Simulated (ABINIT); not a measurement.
Nb:

```
CELL_PARAMETERS angstrom
-1.66395 1.66395 1.66395
1.66395 -1.66395 1.66395
1.66395 1.66395 -1.66395
ATOMIC_POSITIONS crystal
Nb 0.00000 0.00000 0.00000
```

```yaml
Program: ABINIT 10.8.3 (patched build)
Task: relaxation of cell and atoms
Functional: PBEsol
Potentials_or_basis: JTH PAW PBE v2.0
Cutoff: 435 eV
k_mesh: 8 × 8 × 8
Occupations: fermi-dirac, width 0.05 eV
Spin: no spin polarisation
```

At the start: pressure -8.1 GPa; volume 18.43 Å³/atom.

Task: Where does the relaxation end?

Result: Over 5 steps the energy falls by 22.1 meV/atom and the volume is 17.59 Å³/atom (-4.6 %); space group Im-3m (No. 229, to 0.05 Å).

Step by step:
```csv
step,energy change (eV),largest force (eV/Å),pressure (GPa),volume (Å³)
1,0.0000,0.0000,-8.11,18.43
2,-0.0172,0.0000,-3.98,17.97
3,-0.0221,0.0000,0.24,17.57
4,-0.0221,0.0000,-0.01,17.59
5,-0.0221,0.0000,0.00,17.59
```

Final structure:
```yaml
crystal:
  lattice:
    - [-1.63823, 1.63823, 1.63823]
    - [1.63823, -1.63823, 1.63823]
    - [1.63823, 1.63823, -1.63823]
  atoms:
    - { symbol: Nb, position: [0.00000, 0.00000, 0.00000] }
```

Caveat: the PAW data sets were made with another functional, which shifts forces and pressure a little.
